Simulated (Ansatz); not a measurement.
Program: Ansatz. Geometries: PBE0-D4/def2-TZVP. ΔE: electronic, gas phase. CCSD(T)/CBS is the MP2 limit (def2-TZVPP, def2-QZVPP) plus CCSD(T) − MP2 in def2-TZVPP, frozen cores. This one scheme is used for every species. Functionals use def2-TZVPP. Each species was taken in one conformer, which may not be the lowest.

`CC(=O)CC(=O)C(F)(F)F` + propane → `CC(=O)CC(=O)C(C)C` + trifluoromethane  (formal exchange of groups at a C–C bond)

| level | ΔE (kJ/mol) | difference from CCSD(T)/CBS |
| --- | --- | --- |
| PBE-D4 | -36.7 | 0.9 |
| PBE0-D4 | -37.1 | 0.5 |
| r2SCAN | -32.1 | 5.5 |
| PBE0 | -32.8 | 4.8 |
| HF/def2-TZVPP | -29.8 | 7.8 |
| MP2/def2-TZVPP | -42.5 | -4.9 |
| CCSD/def2-TZVPP | -34.7 | 2.9 |
| CCSD(T)/def2-TZVPP | -36.5 | 1.1 |
| HF/def2-QZVPP | -29.8 | 7.8 |
| SCS-MP2/def2-QZVPP | -38.0 | -0.4 |
| CCSD(T)/CBS | -37.6 | 0 |

Largest T1 diagnostic among the species: 0.014.

The D4 term adds −7.0 kJ/mol with B3LYP and −4.3 kJ/mol with PBE0; it sums over pairs of atoms, weighted by their polarisabilities, and B3LYP, whose exchange is more repulsive, gets the larger term. In def2-TZVPP, CCSD(T) changes the Hartree–Fock value by −6.7 kJ/mol (the triples alone add −1.8 kJ/mol) and MP2 by −12.8 kJ/mol.

CCSD(T)/CBS has its own doubt, a few kJ/mol and more with outer-core shells, so smaller differences from it don't rank the levels.

B3LYP here is the variant with VWN-RPA as its local correlation; programs differ in this.
